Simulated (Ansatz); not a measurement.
**ZrSe2 under changes of volume**

One of the cells (25.784 Å³/atom); the others are scaled copies at fixed shape and fractional positions:

```
CELL_PARAMETERS angstrom
3.79800 0.00000 0.00000
-1.89900 3.28916 0.00000
0.00000 0.00000 6.19200
ATOMIC_POSITIONS crystal
Zr 0.00000 0.00000 0.00000
Se 0.66667 0.33333 0.75000
Se 0.33333 0.66667 0.25000
```

| Quantity | Value |
| --- | --- |
| Program | Ansatz 0.2.0 |
| Functional | PBEsol |
| Dispersion | D4 |
| Potentials or basis | Ansatz PAW |
| Cutoff | 420 eV (not typed: the program's choice for these potentials) |
| k mesh | 8 × 8 × 5 |
| Occupations | fermi-dirac, width 0.05 eV |
| Spin | no spin polarisation |

```tsv
volume (Å³/atom)	energy over the lowest point (meV/atom)	pressure (GPa)	gap on the mesh (eV)	largest force (eV/Å)
24.237	?	?	?	?
24.753	0.60	1.1	0.31	0.550
25.268	0.00	-0.7	0.34	0.310
25.784	4.73	-2.2	0.36	0.088
26.300	14.26	-3.7	0.38	0.120
26.815	28.11	-4.9	0.40	0.312
27.331	45.85	-6.1	0.42	0.492
```

Problem. What does the run at 24.237 Å³/atom give?

Solution. Energy over the lowest point 7.13 meV/atom; pressure 3.0 GPa; gap on the mesh 0.29 eV; largest force 0.809 eV/Å.

Worked out: A Birch-Murnaghan fit of order 3 (a polynomial in V^(-2/3)) to the other rows has its minimum at 25.06 Å³/atom with B0 = V·E''(V) = 84 GPa and B' = 4.2 at fixed shape and positions, which overstates the stiffness. It gives 7.14 meV/atom at 24.237 Å³/atom, against the run's 7.13, and -dE/dV = 3.0 GPa, against 3.0. A straight line through the other rows of the gap, of slope 1.08 eV per unit of ln V, extrapolates to 0.29 eV, against the run's 0.29.

Energies are extrapolated to zero smearing.

Caveats: odd divisions of the mesh miss points on the zone boundary, where band edges often lie, so the gap on the mesh can be too wide; the PAW data sets come from PBE, with cores solved anew for the run's functional, which leaves a small shift of forces and pressure.

A mesh can miss the band edges. Spin-orbit coupling on Se, Zr is left out.
